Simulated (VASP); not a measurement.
Input of a VASP 6.6.1 run:

POSCAR

```
Sb
1.0
    3.1600000000      0.0000000000      0.0000000000
    0.0000000000      3.1600000000      0.0000000000
    0.0000000000      0.0000000000      3.1600000000
Sb
1
Direct
    0.0000000000      0.0000000000      0.0000000000
```

The input INCAR.step1:

```
PREC = Accurate
ENCUT = 520
EDIFF = 1E-5
ISMEAR = 1
SIGMA = 0.1
LREAL = False
LASPH = True
NELM = 150
ALGO = Normal
ISIF = 2
LWAVE = True
LCHARG = False
ISPIN = 2
MAGMOM = 0.5
LORBIT = 11
GGA = PE
NBANDS = 12
```

Contents of INCAR.step2:

```
PREC = Accurate
ENCUT = 520
EDIFF = 1E-6
ISMEAR = 1
SIGMA = 0.1
LREAL = False
LASPH = True
NELM = 150
ALGO = Normal
ISIF = 2
LWAVE = False
LCHARG = False
ISPIN = 2
MAGMOM = 0.5
LORBIT = 11
METAGGA = R2SCAN
LHFCALC = True
AEXX = 0.1
LMIXTAU = True
PRECFOCK = Normal
HFRCUT = -1
IVDW = 13
VDW_S6 = 1.0
VDW_S8 = 0.8324
VDW_A1 = 0.4944
VDW_A2 = 5.9019
ISTART = 1
NBANDS = 12
```

KPOINTS

```
regular mesh
0
Gamma
  5 5 5
```

Potentials or basis: VASP PAW PBE potentials, release 64 (Sb).

Run with:

```console
$ cat potpaw_PBE.64/Sb/POTCAR > POTCAR
$ cp INCAR.step1 INCAR
$ mpirun -np 1 vasp_std > vasp.out
$ cp INCAR.step2 INCAR
$ mpirun -np 1 vasp_std > vasp.out
```

Task: What does it give for the net moment?

Result: 0.14 μB per cell.

Task: Predict the site moments.

Result: Sb +0.06 μB.

Caveat: the k mesh is coarse (spacing up to 0.40 Å⁻¹), so the values aren't converged, least of all with exact exchange. The run has no spin-orbit coupling, so splittings on Sb are missing.
